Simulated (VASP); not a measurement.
# Si3Ge (P-4m2) in VASP: a series of runs

One crystal, Si3Ge, is run at these levels: PBE, r2SCAN; tasks: relaxation of cell and atoms, single point.

Everything below comes from runs of VASP 6.6.1. Logs are shortened: lines on timing, memory, paths and dates and some standing lists are left out, and cuts for length are marked.

### Step 1. Starting point

It takes space group P-4m2 (No. 115, tetragonal). The conventional cell has a = 3.921 Å, b = 3.921 Å, c = 5.517 Å, α = 90.00°, β = 90.00°, γ = 90.00°. Si (site symmetry -4m2) is surrounded by 4 Si at 2.38 Å. Around Si (site symmetry 2mm) lie 2 Si at 2.38 Å and 2 Ge at 2.41 Å. Around Ge (site symmetry -4m2) lie 4 Si at 2.41 Å.

The cell was built by a generator and needn't be a form met in nature.

### Step 2. Relaxation of cell and atoms, PBE

INCAR reads:

```
PREC = Accurate
ENCUT = 520
EDIFF = 1E-6
ISMEAR = 0
SIGMA = 0.1
LREAL = F
LASPH = T
NELM = 120
ALGO = Normal
ISIF = 3
LWAVE = F
LCHARG = F
GGA = PE
IBRION = 2
NSW = 90
EDIFFG = -0.01
KPAR = 4
```

KPOINTS reads:

```
regular mesh
0
Gamma
  10 10 6
```

POSCAR reads:

```
Si3Ge
1.0
    3.9210000000      0.0000000000      0.0000000000
    0.0000000000      3.9210000000      0.0000000000
    0.0000000000      0.0000000000      5.5170000000
Si Ge
3 1
Direct
    0.5000000000      0.5000000000      0.5000000000
    0.5000000000      0.0000000000      0.7446075800
    0.0000000000      0.5000000000      0.2553924200
    0.0000000000      0.0000000000      0.0000000000
```

Potentials or basis: VASP PAW PBE potentials, release 64 (Si, Ge_d).

The run is started by

```
$ cat potpaw_PBE.64/Si/POTCAR potpaw_PBE.64/Ge_d/POTCAR > POTCAR
$ mpirun -np 4 vasp_std > vasp.out
```

OUTCAR:

```text
PREC = Accurate
   ENCUT = 520
   EDIFF = 1E-6
   ISMEAR = 0
   LREAL = F
   LASPH = T
   NELM = 120
   ISIF = 3
   GGA = PE
   IBRION = 2
   NSW = 90
   EDIFFG = -0.01

 ion  position               nearest neighbor table
   1  0.500  0.500  0.500-   2 2.38   3 2.38   2 2.38   3 2.38
   2  0.500  0.000  0.745-   1 2.38   1 2.38   4 2.41   4 2.41
   3  0.000  0.500  0.255-   1 2.38   1 2.38   4 2.41   4 2.41
   4  0.000  0.000  0.000-   2 2.41   3 2.41   3 2.41   2 2.41

  LATTYP: Found a simple tetragonal cell.
 ALAT       =     3.9210000000
 C/A-ratio  =     1.4070390207

  Lattice vectors:

 A1 = (   3.9210000000,   0.0000000000,   0.0000000000)
 A2 = (   0.0000000000,   3.9210000000,   0.0000000000)
 A3 = (   0.0000000000,   0.0000000000,   5.5170000000)

Analysis of symmetry for initial positions (statically):
=====================================================================
 Subroutine PRICEL returns:
 Original cell was already a primitive cell.

 Routine SETGRP: Setting up the symmetry group for a
 simple tetragonal supercell.

 Subroutine GETGRP returns: Found  8 space group operations
 (whereof  8 operations were pure point group operations)
 out of a pool of 16 trial point group operations.

The static configuration has the point symmetry D_2d.

Analysis of symmetry for dynamics (positions and initial velocities):
=====================================================================
 Subroutine PRICEL returns:
 Original cell was already a primitive cell.

 Routine SETGRP: Setting up the symmetry group for a
 simple tetragonal supercell.

 Subroutine GETGRP returns: Found  8 space group operations
 (whereof  8 operations were pure point group operations)
 out of a pool of 16 trial point group operations.

The dynamic configuration has the point symmetry D_2d.

 Subroutine INISYM returns: Found  8 space group operations
 (whereof  8 operations are pure point group operations),
 and found     1 'primitive' translations

----------------------------------------------------------------------------------------

                                     Primitive cell

  volume of cell :      84.8197

  direct lattice vectors                    reciprocal lattice vectors
     3.921000000  0.000000000  0.000000000     0.255036980  0.000000000  0.000000000
     0.000000000  3.921000000  0.000000000     0.000000000  0.255036980  0.000000000
     0.000000000  0.000000000  5.517000000     0.000000000  0.000000000  0.181257930

  length of vectors
     3.921000000  3.921000000  5.517000000     0.255036980  0.255036980  0.181257930

  position of ions in fractional coordinates (direct lattice)
     0.500000000  0.500000000  0.500000000
     0.500000000  0.000000000  0.744607580
     0.000000000  0.500000000  0.255392420
     0.000000000  0.000000000  0.000000000

  ion indices of the primitive-cell ions
   primitive index   ion index
                 1           1
                 2           2
                 3           3
                 4           4

----------------------------------------------------------------------------------------

 KPOINTS: regular mesh

Automatic generation of k-mesh.
 Grid dimensions read from file:
 generate k-points for:   10   10    6

 Generating k-lattice:

  Cartesian coordinates                     Fractional coordinates (reciprocal lattice)
     0.025503698  0.000000000  0.000000000     0.100000000  0.000000000  0.000000000
     0.000000000  0.025503698  0.000000000     0.000000000  0.100000000  0.000000000
     0.000000000  0.000000000  0.030209655     0.000000000  0.000000000  0.166666667

  Length of vectors
     0.025503698  0.025503698  0.030209655

  Shift w.r.t. Gamma in fractional coordinates (k-lattice)
     0.000000000  0.000000000  0.000000000

 Subroutine IBZKPT returns following result:
 ===========================================

 Found     84 irreducible k-points:

 Following reciprocal coordinates:
            Coordinates               Weight
  0.000000  0.000000  0.000000      1.000000
  0.100000  0.000000  0.000000      4.000000
  0.200000  0.000000  0.000000      4.000000
  0.300000  0.000000  0.000000      4.000000
  0.400000  0.000000  0.000000      4.000000
  0.500000  0.000000  0.000000      2.000000
[... 16 lines left out ...]
  0.100000  0.000000  0.166667      8.000000
  0.200000  0.000000  0.166667      8.000000
 [... further k-points ...]
   k-points           NKPTS =     84   k-points in BZ     NKDIM =     84   number of bands    NBANDS=     17
   number of dos      NEDOS =    301   number of ions     NIONS =      4
   total plane-waves  NPLWV =  37800
   dimension x,y,z NGX =    30 NGY =   30 NGZ =   42
   dimension x,y,z NGXF=    60 NGYF=   60 NGZF=   84
   ions per type =               3   1
   NGX,Y,Z   is equivalent  to a cutoff of  12.72, 12.72, 12.66 a.u.
   NGXF,Y,Z  is equivalent  to a cutoff of  25.44, 25.44, 25.31 a.u.
 SYSTEM =  unknown system
   PREC   = accura    normal or accurate (medium, high low for compatibility)
   ISTART =      0    job   : 0-new  1-cont  2-samecut
   ICHARG =      2    charge: 1-file 2-atom 10-const
   ISPIN  =      1    spin polarized calculation?
   LNONCOLLINEAR =      F non collinear calculations
   LSORBIT =      F    spin-orbit coupling
   LASPH  =      T    aspherical Exc in radial PAW
   ENCUT  =  520.0 eV  38.22 Ry    6.18 a.u.   7.29  7.29 10.26*2*pi/ulx,y,z
   NELM   =    120;   NELMIN=  2; NELMDL= -5     # of ELM steps
   EDIFF  = 0.1E-05   stopping-criterion for ELM
   LREAL  =      F    real-space projection
   EDIFFG = -.1E-01   stopping-criterion for IOM
   NSW    =     90    number of steps for IOM
   IBRION =      2    ionic relax: 0-MD 1-quasi-New 2-CG
   NFREE  =      1    steps in history (QN), initial steepest desc. (CG)
   ISIF   =      3    stress and relaxation
   ISYM   =      2    0-nonsym 1-usesym 2-fastsym
   POTIM  = 0.5000    time-step for ionic-motion
   TEBEG  =    0.0;   TEEND  =   0.0 temperature during run
   PSTRESS=    0.0 pullay stress
   NELECT =      26.0000    total number of electrons
   NUPDOWN=      -1.0000    fix difference up-down
   EMIN   =  10.00;   EMAX   =-10.00  energy-range for DOS
   EFERMI =   0.00;   METHOD = LEGACY
   ISMEAR =     0;   SIGMA  =   0.10  broadening in eV -4-tet -1-fermi 0-gaus
   EFERMI_NEDOS =   21; number of points for ismear=-14 and -15
   IALGO  =     38    algorithm
   IMIX   =      4    mixing-type and parameters
     AMIX     =   0.40;   BMIX     =  1.00
     AMIX_MAG =   1.60;   BMIX_MAG =  1.00
  volume/ion in A,a.u.               =      21.20       143.10
  Fermi-wavevector in a.u.,A,eV,Ry     =   1.103825  2.085928 16.577754  1.218431
  Thomas-Fermi vector in A             =   2.240289
   LORBIT       =      0    0 simple, 1 ext, 2 COOP (PROOUT), +10 PAW based schemes
   GGA     = PE    functional components
   LHFCALC =     F    Hartree Fock is set to
   AEXX    =    0.0000 exact exchange contribution
   IVDW    =     0    specifies the selected vdW correction
   LEPSILON=     F    determine dielectric tensor
   LRPA    =     F    only Hartree local field effects (RPA)
 conjugate gradient relaxation of ions
 non-spin polarized calculation
 Gauss-broadening in eV      SIGMA  =   0.10
  energy-cutoff  :      520.00
  volume of cell :       84.82
 maximum number of plane-waves:      2316
 NGX is ok and might be reduce to    30
   NGX = 15   NGY = 15   NGZ = 21

--------------------------------------- Ionic step        1  -------------------------------------------

 number of electron      26.0000025 magnetization

 Free energy of the ion-electron system (eV)
  ---------------------------------------------------
  ext. energy  EPLUGINS =         0.00000000
  ---------------------------------------------------
  free energy    TOTEN  =       -20.73483159 eV

  energy without entropy =      -20.73482818  energy(sigma->0) =      -20.73482989

------------------------ aborting loop because EDIFF is reached ----------------------------------------

  FORCE on cell =-STRESS in cart. coord.  units (eV):
  Direction    XX          YY          ZZ          XY          YZ          ZX
  --------------------------------------------------------------------------------------
  -------------------------------------------------------------------------------------
  Total       -0.2158027     -0.2158027      0.0212374      0.0000000      0.0000000      0.0000000
  in kB       -4.0763434     -4.0763434      0.4011586      0.0000000      0.0000000      0.0000000
  external PRESSURE =      -2.5838428 kB  Pullay stress =       0.0000000 kB
[... 99 lines left out ...]
  energy  without entropy=      -20.7353384870  energy(sigma->0) =      -20.73534143

--------------------------------------- Ionic step        4  -------------------------------------------

 number of electron      26.0000024 magnetization

 Free energy of the ion-electron system (eV)
  ---------------------------------------------------
  ext. energy  EPLUGINS =         0.00000000
  ---------------------------------------------------
  free energy    TOTEN  =       -20.73549157 eV

  energy without entropy =      -20.73548402  energy(sigma->0) =      -20.73548780

 E-fermi :   5.5838     XC(G=0):  -9.4620

 val. band max:        5.3805750426   @ k =   0.0000   0.0000   0.0000
 cond. band min:       5.7650290867   @ k =   0.5000   0.5000   0.0000
 fundamental gap:      0.3844540442
 Fermi energy:         5.5838010819

 k-point     1 :       0.0000    0.0000    0.0000
  band No.  band energies     occupation
      1     -18.8317      2.00000
      2     -18.8219      2.00000
      3     -18.8219      2.00000
      4     -18.8018      2.00000
      5     -18.7990      2.00000
      6      -6.6535      2.00000
[... 9 lines left out ...]
     16       7.6330      0.00000
     17       7.9117      0.00000
[... 443 lines left out ...]
      1     -18.8294      2.00000
      2     -18.8231      2.00000
      3     -18.8219      2.00000
      4     -18.8009      2.00000
      5     -18.7998      2.00000
      6      -6.2096      2.00000
[... 9 lines left out ...]
     16       8.5582      0.00000
     17       8.5875      0.00000

 [... further k-points ...]

------------------------ aborting loop because EDIFF is reached ----------------------------------------

  FORCE on cell =-STRESS in cart. coord.  units (eV):
  Direction    XX          YY          ZZ          XY          YZ          ZX
  --------------------------------------------------------------------------------------
  -------------------------------------------------------------------------------------
  Total       -0.0024442     -0.0024442      0.0284970      0.0000000      0.0000000      0.0000000
  in kB       -0.0463038     -0.0463038      0.5398528      0.0000000      0.0000000      0.0000000
  external PRESSURE =       0.1490817 kB  Pullay stress =       0.0000000 kB
[... 19 lines left out ...]
  FREE ENERGIE OF THE ION-ELECTRON SYSTEM (eV)
  ---------------------------------------------------
  free  energy   TOTEN  =       -20.7354915745 eV

  energy  without entropy=      -20.7354840187  energy(sigma->0) =      -20.73548780

 reached required accuracy - stopping structural energy minimisation
```

Wall time 27 s (4 MPI ranks of Intel Xeon 6975P-C (Granite Rapids), shared host); peak memory 0.27 GiB.

What came out:

* Free energy: -20.7355 eV
* Relaxed volume: 21.14 Å³/atom
* Relaxed cell: a = 3.912 Å, b = 3.912 Å, c = 5.527 Å, α = 90.00°, β = 90.00°, γ = 90.00°
* Space group after relaxing (to 0.05 Å): P-4m2 (No. 115)
* Energy gained by relaxing: 0.2 meV/atom
* Ionic steps: 4
* Pressure after relaxing: 0.0 GPa
* Band gap on the k mesh: 0.38 eV, indirect (least direct gap 0.68 eV)

Step by step:
```
step  energy change (eV)  largest force (eV/Å)  pressure (GPa)  volume (Å³)
   1              0.0000                0.0432           -0.26        84.82
   2             -0.0005                0.0086            0.20        84.40
   3             -0.0005                0.0152            0.10        84.48
   4             -0.0007                0.0018            0.01        84.57
```

Final structure:
```xyz
4
Lattice="3.9117 0.0000 0.0000 0.0000 3.9117 0.0000 0.0000 0.0000 5.5272" Properties=species:S:1:pos:R:3 pbc="T T T"
Si    1.9558    1.9558    2.7636
Si    1.9558    0.0000    4.1129
Si    3.9117    1.9558    1.4143
Ge    0.0000    0.0000    5.5272
```

### Step 3. Relaxation of cell and atoms, PBE

This run uses another cell than the first one, of 21.14 Å³/atom, 0.997 times its volume.

INCAR reads:

```
PREC = Accurate
ENCUT = 520
EDIFF = 1E-7
ISMEAR = 0
SIGMA = 0.1
LREAL = F
LASPH = T
NELM = 120
ALGO = Normal
ISIF = 3
LWAVE = F
LCHARG = F
GGA = PE
IBRION = 2
NSW = 60
EDIFFG = -0.005
POTIM = 0.3
KPAR = 4
```

KPOINTS is that of step 2.

POSCAR reads:

```
Si3Ge                                   
1.0
    3.9116969286      0.0000000000      0.0000000000
    0.0000000000      3.9116969286      0.0000000000
    0.0000000000      0.0000000000      5.5271777579
  Si              Ge            
     3     1
Direct
     0.5000000000000000    0.5000000000000000    0.5000000000000000
     0.5000000000000000    0.0000000000000000    0.7441160169547183
     1.0000000000000000    0.5000000000000000    0.2558839830452817
     0.0000000000000000    0.0000000000000000    1.0000000000000000
```

Potentials or basis: VASP PAW PBE potentials, release 64 (Si, Ge_d).

The run is started by

```
$ cat potpaw_PBE.64/Si/POTCAR potpaw_PBE.64/Ge_d/POTCAR > POTCAR
$ mpirun -np 4 vasp_std > vasp.out
```

It took 18 s on 4 MPI ranks of Intel Xeon 6975P-C (Granite Rapids), shared host; peak memory 0.26 GiB.

It converged, with:

```yaml
Free_energy: -20.7355 eV
Relaxed_volume: 21.15 Å³/atom
Relaxed_cell: a = 3.912 Å, b = 3.912 Å, c = 5.528 Å, α = 90.00°, β = 90.00°, γ = 90.00°
Space_group_after_relaxing_to_0.05_Å: P-4m2 (No. 115)
Energy_gained_by_relaxing: 0.0 meV/atom
Ionic_steps: 2
Pressure_after_relaxing: 0.0 GPa
Band_gap_on_the_k_mesh: 0.38 eV, indirect (least direct gap 0.68 eV)
```

Final structure:
```yaml
crystal:
  lattice:
    - [3.91164, 0.00000, 0.00000]
    - [0.00000, 3.91164, 0.00000]
    - [0.00000, 0.00000, 5.52845]
  atoms:
    - { symbol: Si, position: [0.50000, 0.50000, 0.50000] }
    - { symbol: Si, position: [0.50000, 0.00000, 0.74413] }
    - { symbol: Si, position: [0.00000, 0.50000, 0.25587] }
    - { symbol: Ge, position: [0.00000, 0.00000, 0.00000] }
```

Levels at points of the mesh, in eV from the valence-band top:
| k point | band 9 | band 10 | band 11 | band 12 | band 13 | band 14 | band 15 | band 16 | band 17 |
| --- | --- | --- | --- | --- | --- | --- | --- | --- | --- |
| (0.00, 0.00, 0.00) | -2.87 | -2.87 | -0.05 | 0.00 | 0.00 | 0.68 | 0.84 | 2.25 | 2.53 |
| (0.50, 0.00, 0.00) | -5.49 | -3.73 | -3.65 | -1.52 | -1.21 | 2.14 | 2.53 | 4.59 | 4.77 |
| (0.50, 0.50, 0.00) | -7.81 | -2.92 | -2.85 | -2.85 | -2.79 | 0.38 | 0.84 | 0.84 | 1.01 |
| (0.00, 0.00, 0.50) | -3.56 | -2.04 | -2.04 | -1.75 | -1.75 | 0.93 | 1.26 | 3.07 | 3.18 |
| (0.50, 0.00, 0.50) | -6.85 | -1.43 | -1.26 | -1.22 | -1.06 | 0.89 | 1.33 | 3.21 | 3.34 |
| (0.50, 0.50, 0.50) | -7.66 | -3.80 | -3.79 | -3.79 | -3.72 | 4.18 | 4.35 | 4.35 | 4.53 |

### Step 4. Single point, r2SCAN

This run uses another cell than the first one, of 21.15 Å³/atom, 0.997 times its volume.

INCAR reads:

```
PREC = Accurate
ENCUT = 520
EDIFF = 1E-6
ISMEAR = 0
SIGMA = 0.1
LREAL = F
LASPH = T
NELM = 150
ALGO = Normal
ISIF = 2
LWAVE = F
LCHARG = F
METAGGA = R2SCAN
LMIXTAU = T
NBANDS = 21
KPAR = 4
```

KPOINTS is that of step 3.

POSCAR reads:

```
Si3Ge                                   
1.0
    3.9116435578      0.0000000000      0.0000000000
    0.0000000000      3.9116435578      0.0000000000
    0.0000000000      0.0000000000      5.5284497209
  Si              Ge            
     3     1
Direct
     0.5000000000000000    0.5000000000000000    0.5000000000000000
     0.5000000000000000    0.0000000000000000    0.7441254460097427
     1.0000000000000000    0.5000000000000000    0.2558745539902572
     0.0000000000000000    0.0000000000000000    0.0000000000000000
```

The run is started by

```
$ cat potpaw_PBE.64/Si/POTCAR potpaw_PBE.64/Ge_d/POTCAR > POTCAR
$ mpirun -np 4 vasp_std > vasp.out
```

It took 74 s on 4 MPI ranks of Intel Xeon 6975P-C (Granite Rapids), shared host; peak memory 0.28 GiB.

Results (log left out):

| Item | Value |
| --- | --- |
| Free energy | -40.1508 eV |
| Pressure | -1.9 GPa |
| Largest force | 0.072 eV/Å |
| Band gap on the k mesh | 0.57 eV, indirect (least direct gap 0.89 eV) |

Forces in eV/Å, atoms in the order of the input:
```
Si   0.000  0.000  0.000
Si   0.000  0.000  0.072
Si   0.000  0.000 -0.072
Ge   0.000  0.000  0.000
```

Levels at points of the mesh, in eV from the valence-band top:
```csv
k point,band 11,band 12,band 13,band 14,band 15,band 16
"(0.00, 0.00, 0.00)",-0.05,0.00,0.00,0.89,1.05,2.71
"(0.50, 0.00, 0.00)",-3.81,-1.60,-1.28,2.42,2.82,4.93
"(0.50, 0.50, 0.00)",-3.01,-3.01,-2.95,0.57,1.06,1.06
"(0.00, 0.00, 0.50)",-2.15,-1.85,-1.85,1.12,1.46,3.39
"(0.50, 0.00, 0.50)",-1.33,-1.30,-1.13,1.19,1.67,3.45
"(0.50, 0.50, 0.50)",-3.96,-3.96,-3.89,4.48,4.70,4.70
```

Caveat: the PAW data sets were made with another functional, which shifts forces and pressure a little. r2SCAN opens gaps a little over a GGA but as a rule still falls short of measured ones.
